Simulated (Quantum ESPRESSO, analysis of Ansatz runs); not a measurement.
# Migration in Li2O (Fm-3m): V_Li hop (2.3 Å), charge −1 (Quantum ESPRESSO), part 2 of 3

How high is the barrier when Li changes place in Li2O (Fm-3m)? The case: V_Li hop (2.3 Å), charge −1, in a cell of 81 host atoms with 1 Li taken out.

Quantum ESPRESSO 7.5; Quantum ESPRESSO plane-wave DFT, PBEsol, GBRV 1.5 PBEsol potentials; nudged elastic band between two relaxed defect structures at fixed charge in a uniform background.

So far: Set-up; Relaxation of the start point, charge −1.

## 3. Relaxation of the end point, charge −1

Level of this step: Quantum ESPRESSO plane-wave DFT, PBEsol, GBRV 1.5 PBEsol potentials; relaxation of all atoms of a defect supercell at fixed charge in a uniform background (Quantum ESPRESSO).

The end point is relaxed in the same cell and settings, so that the two energies compare. Atoms more than 3.2 Å from the middle of the hop start where the first relaxation left them, the nearer ones on or close to their ideal places, with small random displacements.

Contents of pw.in:

```
&CONTROL
  calculation = 'relax'
  prefix = 'pwscf'
  outdir = './tmp'
  pseudo_dir = './pseudo'
  tprnfor = .true.
  disk_io = 'low'
  nstep = 70
  forc_conv_thr = 0.00078
  etot_conv_thr = 0.0001
/
&SYSTEM
  ibrav = 0
  nat = 80
  ntyp = 2
  ecutwfc = 40
  ecutrho = 324
  nbnd = 165
  occupations = 'fixed'
  tot_charge = -1
  nosym = .true.
/
&ELECTRONS
  conv_thr = 8d-08
  electron_maxstep = 100
  mixing_beta = 0.5
/
&IONS
  ion_dynamics = 'bfgs'
/
ATOMIC_SPECIES
Li     6.9400 li_pbesol_v1.4.uspp.F.UPF
O     15.9990 o_pbesol_v1.2.uspp.F.UPF
CELL_PARAMETERS angstrom
   0.0000000000    6.8726061839    6.8726061839
   6.8726061839    0.0000000000    6.8726061839
   6.8726061839    6.8726061839    0.0000000000
ATOMIC_POSITIONS crystal
Li     0.2491832854    0.2495755561    0.2509091123
Li     0.0832593231    0.0844599943    0.0829650433
[... 6 atom lines left out ...]
O      0.0004694134   -0.0012080213    0.6667489677
[... 5 atom lines left out ...]
Li     0.2507558697    0.5839815548    0.9157001305
Li     0.0838860168    0.4175354215    0.7494421522
[... 4 atom lines left out ...]
Li     0.2495420286    0.9170718625    0.5842929581
Li     0.0839522202    0.7506633754    0.4155397421
[... 2 atom lines left out ...]
Li     0.2499196288    0.5827759515    0.5827580482
O     -0.0008735552    0.6673280102    0.6661041224
[... 16 atom lines left out ...]
Li     0.4170638044    0.4167570869    0.7487990308
[... 5 atom lines left out ...]
Li     0.4170668377    0.7504384039    0.4170879855
[... 3 atom lines left out ...]
O      0.3329908462    0.6657566824    0.6677330532
[... 15 atom lines left out ...]
Li     0.9158724307    0.5844521279    0.9168060457
[... 5 atom lines left out ...]
Li     0.9176462699    0.9164464031    0.5823130624
[... 4 atom lines left out ...]
O      0.6673373326    0.6656988679    0.6669205865
K_POINTS gamma
```

Launch:

```bash
$ OMP_NUM_THREADS=1 mpirun -n 8 pw.x -in pw.in > pw.out
```

What it wrote:

```text
[shortened: banners, details of potentials and solvers, and blank lines are left out]
[banner, memory and clock lines left out]
     gamma-point specific algorithms are used
     one sub-group per band group will be used
     bravais-lattice index     =            0
     lattice parameter (alat)  =      18.3669  a.u.
     unit-cell volume          =    4381.1787 (a.u.)^3
     number of atoms/cell      =           80
     number of atomic types    =            2
     number of electrons       =       322.00
     number of Kohn-Sham states=          165
     kinetic-energy cutoff     =      40.0000  Ry
     charge density cutoff     =     324.0000  Ry
     scf convergence threshold =      8.0E-08
     mixing beta               =       0.5000
     number of iterations used =            8  plain     mixing
     energy convergence thresh.=      1.0E-04
     force convergence thresh. =      7.8E-04
     Exchange-correlation= SLA  PW   PSX  PSC
     nstep                     =           70
     crystal axes: (cart. coord. in units of alat)
               a(1) = (   0.000000   0.707107   0.707107 )
               a(2) = (   0.707107   0.000000   0.707107 )
               a(3) = (   0.707107   0.707107   0.000000 )
     PseudoPot. # 1 for Li read from file:
     li_pbesol_v1.4.uspp.F.UPF
     Pseudo is Ultrasoft, Zval =  3.0
     PseudoPot. # 2 for O  read from file:
     o_pbesol_v1.2.uspp.F.UPF
     Pseudo is Ultrasoft + core correction, Zval =  6.0
[...]
atomic species   valence    mass     pseudopotential
     Li                3.00     6.94000     Li( 1.00)
     O                 6.00    15.99900     O ( 1.00)
     No symmetry found
     site n.     atom                  positions (alat units)
         1        Li     tau(   1) = (   0.3538961   0.3536187   0.3526758  )
         2        Li     tau(   2) = (   0.1183874   0.1175384   0.1185955  )
         3        O      tau(   3) = (  -0.0009528  -0.0002596   0.0002409  )
         4        Li     tau(   4) = (   0.5880816   0.5912185   0.3530077  )
         5        Li     tau(   5) = (   0.3530718   0.3542141   0.1162997  )
         6        O      tau(   6) = (   0.2356681   0.2374163   0.0009005  )
         7        Li     tau(   7) = (   0.8226024   0.8246534   0.3534679  )
         8        Li     tau(   8) = (   0.5897568   0.5892635   0.1180470  )
[...]
number of k points=     1
                       cart. coord. in units 2pi/alat
        k(    1) = (   0.0000000   0.0000000   0.0000000), wk =   2.0000000
     Dense  grid:   215632 G-vectors     FFT dimensions: ( 108, 108, 108)
     Smooth grid:    74755 G-vectors     FFT dimensions: (  75,  75,  75)
     starting charge     297.1071, renormalised to     322.0000
     Self-consistent Calculation
     iteration #  1     ecut=    40.00 Ry     beta= 0.50
     total energy              =   -1638.49558002 Ry
     estimated scf accuracy    <       2.60008064 Ry
     iteration #  2     ecut=    40.00 Ry     beta= 0.50
     total energy              =   -1638.22662629 Ry
     estimated scf accuracy    <       0.53537499 Ry
     iteration #  3     ecut=    40.00 Ry     beta= 0.50
     total energy              =   -1638.30345044 Ry
     estimated scf accuracy    <       0.00243642 Ry
[...]
[... 126 further cycles ...]
[...]
estimated scf accuracy    <       0.00000004 Ry
     iteration #  4     ecut=    40.00 Ry     beta= 0.50
     total energy              =   -1638.41742590 Ry
     estimated scf accuracy    <          7.5E-09 Ry
     iteration #  5     ecut=    40.00 Ry     beta= 0.50
     total energy              =   -1638.41742590 Ry
     estimated scf accuracy    <          1.2E-09 Ry
     iteration #  6     ecut=    40.00 Ry     beta= 0.50
     End of self-consistent calculation
          k = 0.0000 0.0000 0.0000 (  9382 PWs)   bands (ev):
   -39.5645 -39.5075 -39.5059 -39.5057 -39.4818 -39.4815 -39.4814 -39.4729
   -39.4722 -39.4459 -39.4334 -39.4328 -39.4316 -39.4243 -39.3938 -39.3925
   -39.3914 -39.3772 -39.3764 -39.3758 -39.3598 -39.3573 -39.3359 -39.3275
   -39.3268 -39.3252 -39.3224 -39.3127 -39.3116 -39.3104 -39.2632 -39.2617
   -39.2605 -39.2505 -39.2498 -39.2482 -39.2297 -39.2135 -39.2117 -39.2114
   -39.2033 -39.2028 -39.2023 -39.1675 -39.1667 -39.1613 -39.1594 -39.1592
   -39.1459 -39.0646 -39.0640 -39.0631 -39.0441 -12.5959 -12.4777 -12.4538
   -12.4537 -12.4535 -12.4380 -12.4134 -12.4129 -12.4090 -12.4082 -12.4077
[...]
highest occupied, lowest unoccupied level (ev):     2.8004    8.0530
!    total energy              =   -1638.41742590 Ry
     estimated scf accuracy    <          4.2E-10 Ry
     The total energy is the sum of the following terms:
     one-electron contribution =    -669.98515050 Ry
     hartree contribution      =     408.41995522 Ry
     xc contribution           =    -377.35261667 Ry
     ewald contribution        =    -999.49961396 Ry
     convergence has been achieved in   6 iterations
     Forces acting on atoms (cartesian axes, Ry/au):
     atom    1 type  1   force =     0.00008685   -0.00006832   -0.00007574
     atom    2 type  1   force =     0.00005202   -0.00005479   -0.00002336
     atom    3 type  2   force =     0.00044890    0.00020178    0.00008256
     atom    4 type  1   force =     0.00017954   -0.00014479   -0.00010805
     atom    5 type  1   force =     0.00043647    0.00017409   -0.00017586
     atom    6 type  2   force =    -0.00021173   -0.00031836    0.00008921
     atom    7 type  1   force =     0.00029655   -0.00015895    0.00015703
     atom    8 type  1   force =    -0.00017656   -0.00022884   -0.00016186
[...]
Total force =     0.002937     Total SCF correction =     0.000019
     Energy error            =      2.0E-05 Ry
     Gradient error          =      8.6E-04 Ry/Bohr
     number of scf cycles    =  19
     number of bfgs steps    =  18
     energy             old  =   -1638.4174054684 Ry
     energy             new  =   -1638.4174258984 Ry
     CASE: energy            _new < energy            _old
     new trust radius        =       0.0081169447 bohr
     new conv_thr            =       0.0000000008 Ry
ATOMIC_POSITIONS (crystal)
Li               0.2508359243        0.2492765649        0.2493143053
Li               0.0859417096        0.0823751708        0.0824307250
O                0.0020564197       -0.0009012328       -0.0009011501
Li               0.2509571943        0.2492282975        0.5838211298
Li               0.0814676410        0.0859474448        0.4176875397
O                0.0019294769       -0.0008088852        0.3329363223
Li               0.2490972499        0.2526660248        0.9157056959
Li               0.0812707764        0.0862045185        0.7480391592
[...]
Self-consistent Calculation
     iteration #  1     ecut=    40.00 Ry     beta= 0.50
     total energy              =   -1638.41744031 Ry
     estimated scf accuracy    <       0.00000966 Ry
     iteration #  2     ecut=    40.00 Ry     beta= 0.50
     total energy              =   -1638.41744226 Ry
     estimated scf accuracy    <       0.00000040 Ry
     iteration #  3     ecut=    40.00 Ry     beta= 0.50
     total energy              =   -1638.41744237 Ry
     estimated scf accuracy    <       0.00000004 Ry
     iteration #  4     ecut=    40.00 Ry     beta= 0.50
     total energy              =   -1638.41744238 Ry
     estimated scf accuracy    <          6.2E-09 Ry
     iteration #  5     ecut=    40.00 Ry     beta= 0.50
     End of self-consistent calculation
          k = 0.0000 0.0000 0.0000 (  9382 PWs)   bands (ev):
   -39.5643 -39.5073 -39.5058 -39.5055 -39.4816 -39.4814 -39.4812 -39.4736
   -39.4729 -39.4436 -39.4341 -39.4335 -39.4324 -39.4227 -39.3923 -39.3913
   -39.3899 -39.3754 -39.3745 -39.3738 -39.3606 -39.3580 -39.3359 -39.3276
   -39.3269 -39.3252 -39.3234 -39.3127 -39.3118 -39.3110 -39.2632 -39.2623
   -39.2615 -39.2514 -39.2504 -39.2503 -39.2295 -39.2145 -39.2129 -39.2128
   -39.2041 -39.2039 -39.2031 -39.1686 -39.1685 -39.1621 -39.1608 -39.1605
   -39.1463 -39.0609 -39.0603 -39.0599 -39.0409 -12.5953 -12.4754 -12.4524
   -12.4524 -12.4520 -12.4378 -12.4117 -12.4112 -12.4093 -12.4086 -12.4084
[...]
highest occupied, lowest unoccupied level (ev):     2.7999    8.0529
!    total energy              =   -1638.41744238 Ry
     estimated scf accuracy    <          7.9E-10 Ry
     The total energy is the sum of the following terms:
     one-electron contribution =    -670.00444325 Ry
     hartree contribution      =     408.43011823 Ry
     xc contribution           =    -377.35283018 Ry
     ewald contribution        =    -999.49028718 Ry
     convergence has been achieved in   5 iterations
     Forces acting on atoms (cartesian axes, Ry/au):
     atom    1 type  1   force =     0.00020209   -0.00009831   -0.00009462
     atom    2 type  1   force =     0.00010129   -0.00000448    0.00000492
     atom    3 type  2   force =     0.00035967    0.00011743   -0.00001368
     atom    4 type  1   force =     0.00017438   -0.00017855   -0.00010262
     atom    5 type  1   force =     0.00041231    0.00009626   -0.00012744
     atom    6 type  2   force =    -0.00014643   -0.00025728   -0.00000594
     atom    7 type  1   force =     0.00014698   -0.00000845    0.00000892
     atom    8 type  1   force =    -0.00015543   -0.00026474   -0.00014620
[...]
Total force =     0.002466     Total SCF correction =     0.000036
     Energy error            =      1.6E-05 Ry
     Gradient error          =      6.0E-04 Ry/Bohr
     bfgs converged in  20 scf cycles and  19 bfgs steps
     (criteria: energy <  1.0E-04 Ry, force <  7.8E-04 Ry/Bohr)
     End of BFGS Geometry Optimization
     Final energy             =   -1638.4174423783 Ry
Begin final coordinates
ATOMIC_POSITIONS (crystal)
Li               0.2508359243        0.2492765649        0.2493143053
Li               0.0859417096        0.0823751708        0.0824307250
O                0.0020564197       -0.0009012328       -0.0009011501
Li               0.2509571943        0.2492282975        0.5838211298
Li               0.0814676410        0.0859474448        0.4176875397
O                0.0019294769       -0.0008088852        0.3329363223
Li               0.2490972499        0.2526660248        0.9157056959
Li               0.0812707764        0.0862045185        0.7480391592
[...]
End final coordinates
```

The job ended after 2.8 min (8 MPI ranks of Intel Xeon 6975P-C (Granite Rapids), shared host; peak memory 1.4 GiB).

Relaxation path:

| step | energy less that of the first step (eV) |
| --- | --- |
| 0 | 0.0000 |
| 1 | -0.4865 |
| 2 | -0.8515 |
| 3 | -1.1529 |
| 4 | -1.2654 |
| 5 | -1.3154 |
| 6 | -1.3725 |
| 7 | -1.4102 |
| 8 | -1.4192 |
| 9 | -1.4279 |
| 10 | -1.4360 |
| 11 | -1.4393 |
| 12 | -1.4413 |
| 13 | -1.4426 |
| 14 | -1.4435 |
| 15 | -1.4440 |
| 16 | -1.4443 |
| 17 | -1.4446 |
| 18 | -1.4449 |
| 19 | -1.4451 |

The atoms that moved most (Å):

| atom | dx | dy | dz | length |
| --- | --- | --- | --- | --- |
| Li25 | 0.252 | 0.004 | 0.004 | 0.252 |
| Li75 | 0.010 | 0.231 | -0.007 | 0.232 |
| Li21 | -0.009 | -0.003 | -0.231 | 0.232 |
| Li15 | 0.003 | -0.230 | -0.009 | 0.230 |
| Li69 | -0.008 | 0.003 | 0.228 | 0.229 |
| Li40 | -0.150 | -0.013 | 0.001 | 0.150 |
| Li78 | -0.150 | -0.008 | 0.006 | 0.150 |
| O9 | 0.077 | -0.074 | 0.075 | 0.131 |

Neighbours of Li25 at the end:

| atom | distance (Å) |
| --- | --- |
| O53 | 1.911 |
| O26 | 1.911 |
| O50 | 2.134 |
| O44 | 2.135 |
| Li43 | 2.310 |
| Li49 | 2.310 |
| Li22 | 2.310 |
| Li16 | 2.310 |

This step gave:

```
highest filled level                                                                              : 2.800 eV
lowest empty level                                                                                : 8.053 eV
r.m.s. move of the farther half of the atoms                                                      : 0.03143 Å
largest move from the ideal geometry of this structure, a common shift of the far atoms taken out : 0.2527 Å
```

The relaxation gained 1.445 eV and ended with a largest force component of 0.015 eV/Å. The end lies within 1 meV of the start.

(Continued in part 3 of 3.)

[Long decimals in the printed logs are rounded to 6 places.]

[Repeated set-up lines and some long k-point lines are left out of the logs, and relaxed atomic positions are cut to six decimals.]

[Logs are printed without paths, hosts, clocks, repeated set-up lines and the standing remarks that a program may print on its own settings, such as how far it seeks lower states.]

[Hosts, paths, dates, database ids (printed as entryN), source tags and the programs' standing remarks are cut or masked in the printed files.]
